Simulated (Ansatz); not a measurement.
Carriers in CdSe (F-43m)

```
CELL_PARAMETERS angstrom
0.00000 3.04135 3.04135
3.04135 0.00000 3.04135
3.04135 3.04135 0.00000
ATOMIC_POSITIONS crystal
Cd 0.00000 0.00000 0.00000
Se 0.75000 0.75000 0.75000
```

Unless marked otherwise, the numbers come from PBEsol, all-electron LAPW in Ansatz 0.2.0, scalar-relativistic. k mesh 6×6×6, fixed occupations, basis error target 1 meV/atom. The cell was relaxed by PAW under this functional. This phase needn't be the one found at ambient conditions.

Extrema are searched on a 12×12×12 mesh and refined by Newton steps; masses come from band slopes 0.005 Å⁻¹ away, 1/m* = (1/ħ²) d²E/dk², negative for holes (the finite step makes the lightest masses up to about 3 % heavy). k is in units of the reciprocal vectors.

(1) Where are the band edges, and is the gap direct?

(2) What are the electron masses at the edge?

(3) Several bands lie at or near the hole edge, or its surface isn't an ellipsoid. What are the masses by direction?

(4) Along the Cartesian direction 010 the conduction slope is 0.7928 eV·Å one step out. What is it four steps out, and what does that say?

(5) What gap does PAW give in the same cell?

(6) Cells strained by ±0.5 % (all lengths, zz alone, equal engineering shears γ in yz, zx, xy; ions relaxed) give deformation potentials. How do the edge levels move, in eV per unit strain against the centre of the top valence set?

## Answers

(1) The valence maximum lies at Gamma (0.000, 0.000, 0.000) and the conduction minimum at Gamma (0.000, 0.000, 0.000), so the Kohn-Sham gap of 0.479 eV is direct.

(2) The principal masses are 0.0481, 0.0481, 0.0481 mₑ. One valley has a density-of-states mass (m₁m₂m₃)^(1/3) = 0.0481; the direction-averaged conductivity mass 3/Σ(1/mᵢ) is 0.0481 mₑ.

(3) 

| direction | branch from the edge | its level at the point (eV from the edge) | m*/mₑ |
| --- | --- | --- | --- |
| 100 | 1 | 0.000 | -0.661 |
| 100 | 2 | 0.000 | -0.661 |
| 100 | 3 | 0.000 | -0.0493 |
| 110 | 1 | 0.000 | -3.04 |
| 110 | 2 | 0.000 | -0.661 |
| 110 | 3 | 0.000 | -0.0466 |
| 111 | 1 | 0.000 | -1.38 |
| 111 | 2 | 0.000 | -1.38 |
| 111 | 3 | 0.000 | -0.0458 |
| 11-2 | 1 | 0.000 | -1.41 |
| 11-2 | 2 | 0.000 | -0.894 |
| 11-2 | 3 | 0.000 | -0.0466 |

(4) 2.847 eV·Å, 3.592 times the first; a parabola would give 4, so the band flattens (non-parabolic).

(5) 0.478 eV, -1 meV from the LAPW value.

(6) 

```tsv
point	k	side	bands	level (eV)	d/dlnV	d/dε_zz	d/dγ	split/ε_zz	split/γ
Gamma	0.00 0.00 0.00	valence	3	0.000	0.00	0.00	0.00*	3.19	6.51
Gamma	0.00 0.00 0.00	conduction	1	0.479	-1.94	-1.94	-0.01*	–	–
X	0.50 0.50 0.00	valence	2	-1.873	3.44	6.24	0.00*	0.00	8.51
X	0.50 0.50 0.00	conduction	1	3.009	1.90	4.02	0.00*	–	–
X	0.50 0.00 0.50	valence	2	-1.873	3.44	2.03	0.00*	1.56	8.51
X	0.50 0.00 0.50	conduction	1	3.009	1.90	0.83	0.00*	–	–
L	0.00 0.50 0.00	valence	2	-0.757	1.44	1.44	-1.31	4.43	6.40
L	0.00 0.50 0.00	conduction	1	2.289	-1.17	-1.17	-2.98	–	–
L	0.50 0.50 0.50	valence	2	-0.757	1.44	1.44	3.92	4.43	0.00
L	0.50 0.50 0.50	conduction	1	2.289	-1.17	-1.17	8.94	–	–
```

For the triplet at Γ the single level moves against the pair by 3bε_zz and by 3√3 d (γ/2), so b = -1.06 eV and d = -2.51 eV.

Sets with another level within 0.15 eV are left out, since it mixes in under strain; the reference set stays in any case. Entries marked * vanish by symmetry to first order; what they show is the residue of the finite step. These cells use a basis error target of 0.5 meV/atom.

Caveats: no spin-orbit coupling on heavy atoms; semilocal gaps are low, and what follows the gap (onsets, screening, light masses) shifts with it; without spin-orbit coupling, bands that meet at the valence top are not the light and heavy holes of experiment; the frozen-core PAW files of the compared runs were fitted under PBE, their cores solved anew for this functional.
